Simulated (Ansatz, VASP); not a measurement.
**Two plane-wave programs on MgI2**

Contents of INCAR:

```
PREC = Accurate
ENCUT = 520
EDIFF = 1E-7
ISMEAR = 0
SIGMA = 0.05
LREAL = False
LASPH = True
NELM = 100
ALGO = Normal
ISIF = 2
LWAVE = False
LCHARG = False
GGA = PE
NBANDS = 15
```

Contents of KPOINTS:

```
regular mesh
0
Gamma
  6 6 4
```

Contents of POSCAR:

```
MgI2
1.0
    4.2295124603      0.0000000000      0.0000000000
   -2.1147562301      3.6628652362      0.0000000000
    0.0000000000      0.0000000000      7.8531465561
Mg I
1 2
Direct
    0.0000000000      0.0000000000      0.0000000000
    0.3333333333      0.6666666667      0.7973879295
    0.6666666667      0.3333333333      0.2026120705
```

Input for Ansatz:

```yaml
crystal:
  lattice:
    - [4.2295124603, 0.0, 0.0]
    - [-2.1147562301, 3.6628652362, 0.0]
    - [0.0, 0.0, 7.8531465561]
  atoms:
    - { symbol: Mg, position: [0.0, 0.0, 0.0] }
    - { symbol: I, position: [0.3333333333, 0.6666666667, 0.7973879295] }
    - { symbol: I, position: [0.6666666667, 0.3333333333, 0.2026120705] }
basis:
  ecutwfc: 520.0
kpoints:
  mp_grid: { grid: [6, 6, 4] }
hamiltonian:
  xc: pbe
scf:
  occupations: { method: gaussian, width: 0.05 }
output:
  forces: true
  stress: true
  eigenvalues: true
```

Alike in both runs: task single point; functional PBE; k mesh 6 × 6 × 4; occupations gaussian, width 0.05 eV; no spin polarisation.

|  | VASP | Ansatz |
| --- | --- | --- |
| version | VASP 6.6.1 | Ansatz 0.2.0 |
| potentials or method | VASP PAW PBE potentials, release 64 (Mg, I) | scalar-relativistic, plane waves, PAW |
| plane-wave cutoff (eV) | 520 | 520 |
| valence electrons in the cell | 16 | 44 |

```tsv
	VASP	Ansatz	Ansatz less VASP
gap on the k mesh at the Fermi level (eV)	3.76	3.77	+0.017
least direct gap on the mesh (eV)	3.88	3.89	+0.014
pressure (GPa)	0.8	0.8	+0.05
largest component of the traceless stress (GPa)	0.68	0.68	-0.008
rms of the force components (eV/Å)	0.170	0.174	+0.0047
```

Atom by atom the forces differ by 0.005 eV/Å (rms over components). The functional is the same, so the differences come from potentials, cutoffs and numerics. The two sets of potentials don't hold the same shells in valence.

Caveats: spin-orbit coupling is left out, which moves the levels of the heavy elements; this functional lacks dispersion, which binds the layers, so the pressure and a relaxed spacing across them are unreliable. A k mesh can miss the band edges.
